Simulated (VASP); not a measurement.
Write the native input for VASP 6.6.1 that does the following.

| Quantity | Value |
| --- | --- |
| Task | single point |
| Functional | r2SCAN |
| Potentials or basis | VASP PAW PBE potentials, release 64 (Be, Se) |
| Cutoff | 520 eV |
| k mesh | 6 × 6 × 6 |
| Occupations | gaussian, width 0.01 eV |
| Spin | no spin polarisation |
| Dipole correction | no |
| Further INCAR settings | ALGO = Normal; EDIFF = 1e-06; NBANDS = 11 |

BeSe:

```
Be Se
1.0
     0.00000    2.58104    2.58104
     2.58104    0.00000    2.58104
     2.58104    2.58104    0.00000
Be Se
1 1
Direct
  0.00000 0.00000 0.00000
  0.25000 0.25000 0.25000
```

The cell was built by a generator and needn't be a form met in nature.

These files were run (other wordings do the same):

POSCAR

```
BeSe
1.0
    0.0000000000      2.5810353763      2.5810353763
    2.5810353763      0.0000000000      2.5810353763
    2.5810353763      2.5810353763      0.0000000000
Be Se
1 1
Direct
    0.0000000000      0.0000000000      0.0000000000
    0.2500000000      0.2500000000      0.2500000000
```

INCAR.step1

```
SYSTEM = BeSe
PREC = Accurate
ENCUT = 520
ISMEAR = 0
SIGMA = 0.01
LREAL = .False.
LASPH = .True.
NELM = 60
NBANDS = 11
GGA = PE
ALGO = Normal
EDIFF = 1E-4
LWAVE = .True.
LCHARG = .False.
```

INCAR.step2

```
SYSTEM = BeSe
PREC = Accurate
ENCUT = 520
EDIFF = 1E-6
ISMEAR = 0
SIGMA = 0.01
LREAL = .False.
LASPH = .True.
NELM = 60
ALGO = Normal
ISIF = 2
LWAVE = .False.
LCHARG = .False.
METAGGA = R2SCAN
LMIXTAU = .True.
NBANDS = 11
ISTART = 1
```

KPOINTS

```
regular mesh
0
Gamma
  6 6 6
  0 0 0
```

Potentials or basis: VASP PAW PBE potentials, release 64 (Be, Se).

Run with:

```bash
$ cat potpaw_PBE.64/Be/POTCAR potpaw_PBE.64/Se/POTCAR > POTCAR
$ cp INCAR.step1 INCAR
$ mpirun -np 1 vasp_std > vasp.out
$ cp INCAR.step2 INCAR
$ mpirun -np 1 vasp_std > vasp.out
```

It gave:

```yaml
Pressure: 0.3 GPa
Band_gap_on_the_k_mesh: 3.12 eV, indirect (least direct gap 5.04 eV)
```

Caveat: the PAW data sets were made with another functional, which shifts forces and pressure a little.

Wall time 20 s on 1 thread of Intel(R) Xeon(R) 6975P-C (Granite Rapids) (shared host), peak memory 0.16 GiB.
